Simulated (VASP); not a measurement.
# Ru: core levels with PBE

Ru, a slab with vacuum:

```
CELL_PARAMETERS angstrom
2.70600 0.00000 0.00000
1.35300 2.34346 0.00000
0.00000 0.00000 34.52800
ATOMIC_POSITIONS crystal
Ru 0.00000 0.00000 0.25291
Ru 0.33333 0.33333 0.31291
Ru 0.00000 0.00000 0.37520
Ru 0.33333 0.33333 0.43782
Ru 0.00000 0.00000 0.50000
Ru 0.33333 0.33333 0.56218
Ru 0.00000 0.00000 0.62480
Ru 0.33333 0.33333 0.68709
Ru 0.00000 0.00000 0.74709
```

```
Program                : VASP 6.6.1
Task                   : core levels
Functional             : PBE
Potentials or basis    : VASP PAW PBE potentials, release 64 (Ru_pv)
Cutoff                 : 400 eV
k mesh                 : 16 × 16 × 1
Occupations            : gaussian, width 0.1 eV
Spin                   : no spin polarisation
Further INCAR settings : ALGO = Normal; EDIFF = 1e-06
```

```json
{"Largest force": "0.009 eV/Å", "Band gap on the k mesh": "none (metal or under the smearing width)"}
```

Forces on the atoms (eV/Å):
```
Ru   0.000  0.000 -0.006
Ru   0.000  0.000 -0.009
Ru   0.000  0.000 -0.009
Ru   0.000  0.000  0.004
Ru   0.000  0.000  0.000
Ru   0.000  0.000 -0.004
Ru   0.000  0.000  0.009
Ru   0.000  0.000  0.009
Ru   0.000  0.000  0.006
```

Levels at points of the mesh, in eV from the Fermi level:
```tsv
k point	band 59	band 60	band 61	band 62	band 63	band 64
(0.00, 0.00, 0.00)	-1.97	-1.93	-1.22	-1.22	-1.05	-0.87
(0.50, 0.00, 0.00)	0.65	1.04	1.22	1.40	1.40	1.41
```

Core levels (eV, on the scale of the bands):
```csv
atom,levels
1 Ru,"1s -21925.1, 2s -3145.4, 2p -2815.9, 3s -547.1, 3p -438.8, 3d -264.8, 4s -67.7"
2 Ru,"1s -21925.4, 2s -3145.8, 2p -2816.4, 3s -547.5, 3p -439.3, 3d -265.3, 4s -68.2"
3 Ru,"1s -21925.3, 2s -3145.7, 2p -2816.2, 3s -547.3, 3p -439.1, 3d -265.1, 4s -68.0"
4 Ru,"1s -21925.3, 2s -3145.6, 2p -2816.2, 3s -547.3, 3p -439.1, 3d -265.1, 4s -68.0"
5 Ru,"1s -21925.3, 2s -3145.7, 2p -2816.2, 3s -547.4, 3p -439.2, 3d -265.2, 4s -68.0"
6 Ru,"1s -21925.3, 2s -3145.6, 2p -2816.2, 3s -547.3, 3p -439.1, 3d -265.1, 4s -68.0"
```

Run time: 7.8 min on 1 thread of Intel(R) Xeon(R) 6975P-C (Granite Rapids), on a shared host, peak memory 0.39 GiB.
